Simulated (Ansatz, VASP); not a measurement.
# Pt: VASP beside Ansatz

The input INCAR:

```
SYSTEM = Pt
ALGO = Fast
EDIFF = 1E-6
ENCUT = 520
GGA = PS
ISIF = 2
ISMEAR = 0
LASPH = .True.
LCHARG = .False.
LREAL = .False.
LWAVE = .False.
NBANDS = 11
NELM = 60
PREC = Accurate
SIGMA = 0.15
```

File KPOINTS:

```
k-points
0
Gamma
  22 22 22
  0 0 0
```

POSCAR

```
Pt
1.0
   -1.5842200000      1.5842200000      1.5683778000
    1.5842200000     -1.5842200000      1.5683778000
    1.5842200000      1.5842200000     -1.5683778000
Pt
1
Direct
    0.0000000000      0.0000000000      0.0000000000
```

Input for Ansatz:

```yaml
crystal:
  lattice:
    - [-1.58422, 1.58422, 1.5683778]
    - [1.58422, -1.58422, 1.5683778]
    - [1.58422, 1.58422, -1.5683778]
  atoms:
    - { symbol: Pt, position: [0.0, 0.0, 0.0] }
basis:
  ecutwfc: 420
kpoints:
  mp_grid: { grid: [22, 22, 22] }
hamiltonian:
  xc: pbesol
scf:
  occupations: { method: gaussian, width: 0.15 }
output:
  forces: true
  stress: true
  eigenvalues: true
```

Change from the starting cell: strain -0.0100 x Voigt [0, 0, 1, 0, 0, 0], atoms carried along.

Alike in both runs: task single point; functional PBEsol; k mesh 22 × 22 × 22; occupations gaussian, width 0.15 eV; no spin polarisation.

```csv
,VASP,Ansatz
version,VASP 6.6.1,Ansatz 0.2.0
potentials or method,"VASP PAW PBE potentials, release 64 (Pt)","scalar-relativistic, plane waves, PAW"
plane-wave cutoff (eV),520,420
valence electrons in the cell,10,18
```

Ansatz gave:

| Item | Value |
| --- | --- |
| gap on the k mesh at the Fermi level (eV) | none |
| pressure (GPa) | -8.7 |
| largest component of the traceless stress (GPa) | 0.70 |

Problem. What did VASP give for the same quantities?

Solution. gap on the k mesh at the Fermi level (eV): none; pressure (GPa): -9.1; largest component of the traceless stress (GPa): 0.70.

A gap of «none» marks a metal or a gap that the smearing closes. The two sets of potentials don't hold the same shells in valence.

Caveats: the PAW data sets were made with another functional, which shifts forces and pressure a little (VASP). Spin-orbit coupling is left out, which matters for the levels of Pt.
